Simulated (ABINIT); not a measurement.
The system is BP.

```
P B
1.0
     0.00000    2.26900    2.26900
     2.26900    0.00000    2.26900
     2.26900    2.26900    0.00000
P B
1 1
Direct
  0.75000 0.75000 0.75000
  0.00000 0.00000 0.00000
```

Base run:

| Property | Result |
| --- | --- |
| Program | ABINIT 10.8.3 (patched build) |
| Functional | revPBE |
| Potentials or basis | PseudoDojo NC SR PBE v0.4.1 standard |
| Cutoff | 1034 eV |
| k mesh | 10 × 10 × 10 |
| Occupations | fermi-dirac, width 0.05 eV |
| Spin | no spin polarisation |

Its results: band gap on the k mesh 1.30 eV, indirect (least direct gap 3.41 eV); pressure 1.7 GPa.

Problem. After a change of settings the same cell gave: band gap on the k mesh 1.44 eV, indirect (least direct gap 3.49 eV); pressure 5.2 GPa. Which change was it?
A. functional from revPBE to rSCAN; potentials or basis from PseudoDojo NC SR PBE v0.4.1 standard to JTH PAW PBE v2.0; cutoff from 1034 eV to 653 eV
B. functional from revPBE to rPW86PBE
C. functional from revPBE to AM05; potentials or basis from PseudoDojo NC SR PBE v0.4.1 standard to PseudoDojo NC SR PBEsol v0.4.1 standard
D. functional from revPBE to LDA-Teter; potentials or basis from PseudoDojo NC SR PBE v0.4.1 standard to JTH PAW LDA v2.0; cutoff from 1034 eV to 544 eV

Solution. B.

Caveats: the potentials were made for another functional, which shifts forces and pressure.

Runs at the PBE level aren't shown here.
